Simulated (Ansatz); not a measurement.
**How much do the gradients of In2O3 with an In vacancy depend on the method?**

Cell: a supercell of In2O3 (corundum type, R-3c) built from a COD entry, with the ions relaxed around the defect (PBE).

Space group R3:H (No. 146); a = 10.9740, c = 14.5100 Å, γ = 120.00°.

```
site  Wyckoff  site symmetry       x       y       z
 In1       9b              1  0.1707  0.8308  0.6911
 In4       3a             3.  0.0000  0.0000  0.1569
 In5       9b              1  0.1672  0.8359  0.4742
 In8       3a             3.  0.0000  0.0000  0.6433
 In9       9b              1  0.8415  0.1577  0.3120
In12       3a             3.  0.0000  0.0000  0.8618
In13       9b              1  0.8380  0.1657  0.5218
 O16       9b              1  0.8140  0.9786  0.5852
 O17       9b              1  0.3198  0.4805  0.5816
 O18       9b              1  0.1546  0.1610  0.2429
 O19       9b              1  0.3167  0.9800  0.5851
 O28       9b              1  0.1912  0.0202  0.4205
 O29       9b              1  0.6861  0.5129  0.4146
 O30       9b              1  0.8504  0.8536  0.7509
 O31       9b              1  0.6830  0.0134  0.4137
```

One atom of each set is listed; the run and its k-mesh use a cell of 39 atoms with edges of 7.97, 7.97, 7.97 Å.

First run. Computed with Ansatz: DFT, PBE, plane waves and PAW, scalar-relativistic, 420 eV cutoff, Γ-centred 3×3×3 k-points, Fermi–Dirac smearing 0.01 eV, cell charge -3.

| site | V_zz (10²¹ V/m²) | η |
| --- | --- | --- |
| In1 | 5.73 | 0.98 |
| In4 | 1.98 | 0.00 |
| In5 | -7.75 | 0.90 |
| In9 | -5.49 | 0.73 |
| In12 | 7.39 | 0.00 |
| In13 | -13.54 | 0.33 |
| O16 | -4.72 | 0.45 |
| O17 | -4.33 | 0.70 |
| O18 | -8.35 | 0.46 |
| O19 | -4.09 | 0.28 |
| O28 | -6.63 | 0.72 |
| O29 | -4.68 | 0.68 |
| O30 | -4.16 | 0.50 |
| O31 | -5.28 | 0.59 |

Second run. The same atoms and settings, except that the functional is r2SCAN and the cutoff is 500 eV.

Question: Given the first result, estimate the second.

Answer: 

```tsv
site	V_zz	η	change of V_zz
In1	5.86	0.97	+0.13
In4	1.96	0.00	-0.02
In5	-7.93	0.90	-0.18
In9	-5.49	0.75	0.00
In12	7.53	0.00	+0.14
In13	-13.80	0.34	-0.26
O16	-4.54	0.44	+0.18
O17	-4.14	0.71	+0.19
O18	-8.01	0.47	+0.34
O19	-3.84	0.27	+0.25
O28	-6.43	0.72	+0.20
O29	-4.40	0.70	+0.28
O30	-3.95	0.51	+0.21
O31	-5.07	0.60	+0.21
```

The largest change of V_zz is on O18, from -8.35 to -8.01. In per cent, |V_zz| changes by -1 to +2 on In, -6 to -3 on O (all sites that start above 0.5). The table leaves out 1 of the 15 sites, with |V_zz| up to 5.34; their tensors move by 0.09 at most along any direction. The statements above cover all sites.

The defect repeats with the cell of 39 atoms, so it feels its images: sites between two images don't show the values beside a lone defect, and zeros or small values of η there can come from the images' arrangement. In and O carry a gradient in the pure host already, so the values there aren't the defect's effect alone. A uniform background compensates the cell's charge.
For the first run: Without spin–orbit coupling (the program notes it for In) the gradients can shift somewhat, as the gap is small. The cell keeps the host's lattice, where the PBE pressure is 6 GPa (in a charged cell this depends on the convention for the mean potential).
For the second run: Without spin–orbit coupling (the program notes it for In) the gradients are little affected as a rule: paired runs on crystals with a gap mostly move them by under 2 % at such atoms.
